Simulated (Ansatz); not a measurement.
Structure types of Mn were relaxed at one common pressure (all-electron LAPW in Ansatz 0.2.0 under PBE, scalar-relativistic, ferromagnetic start, though the moments died away, zero temperature). They take these volumes:

```json
{"type": "fcc", "space group": "Fm-3m", "V (Å³/atom)": "8.68"}
{"type": "bcc", "space group": "Im-3m", "V (Å³/atom)": "8.71"}
{"type": "hcp", "space group": "P6_3/mmc", "V (Å³/atom)": "8.65"}
{"type": "diamond", "space group": "Fd-3m", "V (Å³/atom)": "10.89"}
{"type": "simple hexagonal", "space group": "P6/mmm", "V (Å³/atom)": "8.95"}
{"type": "beta tin", "space group": "I4_1/amd", "V (Å³/atom)": "9.05"}
```

Problem. At about which pressure, and is the densest type also the lowest in enthalpy?

Solution. 95 GPa. The densest is hcp, and it is also the lowest in enthalpy among these.
